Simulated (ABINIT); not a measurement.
The system is ZrH2.

```
Zr H
1.0
     0.00000    2.40923    2.40923
     2.40923    0.00000    2.40923
     2.40923    2.40923    0.00000
Zr H
1 2
Direct
  0.00000 0.00000 0.00000
  0.25000 0.25000 0.25000
  0.75000 0.75000 0.75000
```

The cell is a database's computed one.

Base run:

```yaml
Program: ABINIT 10.8.3 (patched build)
Functional: LDA
Potentials_or_basis: JTH PAW LDA v2.0
Cutoff: 517 eV
k_mesh: 8 × 8 × 8
Occupations: fermi-dirac, width 0.05 eV
Spin: no spin polarisation
```

Its results: band gap on the k mesh none (metal or under the smearing width); pressure -7.3 GPa.

The run is repeated on the same cell with these changes: functional from LDA to PBEsol; potentials or basis from JTH PAW LDA v2.0 to PseudoDojo NC SR PBEsol v0.4.1 standard; cutoff from 517 eV to 871 eV. What comes out?

Band gap on the k mesh none (metal or under the smearing width); pressure -4.7 GPa.
